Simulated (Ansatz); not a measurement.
# GaAs: the cost of one run

Program: Ansatz 0.2.0. Level of theory: DFT LDA, scalar-relativistic. These are calculated values, not measurements.

### 1 The starting structure

Symmetry: F-43m, No. 216, cubic system. Conventional cell: a = 5.654 Å, b = 5.654 Å, c = 5.654 Å, α = 90.00°, β = 90.00°, γ = 90.00°. Ga (site symmetry -43m) is surrounded by 4 As at 2.45 Å. Around As (site symmetry -43m) lie 4 Ga at 2.45 Å.

Coordinates:

```cif
data_structure
_symmetry_space_group_name_H-M 'P 1'
_symmetry_Int_Tables_number 1
_cell_length_a 3.9978
_cell_length_b 3.9978
_cell_length_c 3.9978
_cell_angle_alpha 60.000
_cell_angle_beta 60.000
_cell_angle_gamma 60.000
_cell_volume 45.18
loop_
_atom_site_label
_atom_site_type_symbol
_atom_site_fract_x
_atom_site_fract_y
_atom_site_fract_z
_atom_site_occupancy
Ga1 Ga 0.00000 0.00000 0.00000 1
As1 As 0.75000 0.75000 0.75000 1
```

Structure: COD 9008845, as refined from experiment and not relaxed.

Atoms are numbered in the order of the input: Ga1, As2.

### 2 Volume × 0.94, LAPW

input.yaml

```yaml
crystal:
  lattice:
    - [0.0, 2.7691429914, 2.7691429914]
    - [2.7691429914, 0.0, 2.7691429914]
    - [2.7691429914, 2.7691429914, 0.0]
  atoms:
    - { symbol: Ga, position: [0.0, 0.0, 0.0] }
    - { symbol: As, position: [0.75, 0.75, 0.75] }
kpoints:
  mp_grid: { grid: [10, 10, 10] }
  band_path:
    path:
      - [0.0, 0.0, 0.0]
      - [-0.5, -0.5, 0.0]
      - [-0.375, -0.375, 0.25]
      - [-0.375, 0.0, 0.375]
      - [0.0, 0.0, 0.0]
      - [0.0, 0.0, 0.5]
      - [-0.5, -0.25, 0.25]
      - [-0.5, -0.5, 0.0]
    npoints: 5
scf:
  occupations: { method: fermi_dirac, width: 0.08 }
hamiltonian:
  xc: lda
  pseudopotentials: { kind: all_electron, lapw: { basis_error: 0.001 } }
output:
  forces: true
  stress: true
  eigenvalues: true
```

Run with:

```bash
$ ansatz run input.yaml --threads 1 --pin off --max-ram 3072MiB --backend cpu --events-out ev --progress --plain --runs-dir out
```

**Question.** How long does this run take on 1 thread of Intel Xeon 6975P-C (Granite Rapids), shared host, and how much memory does it need?

About 15 s, with a peak of 0.37 GiB.
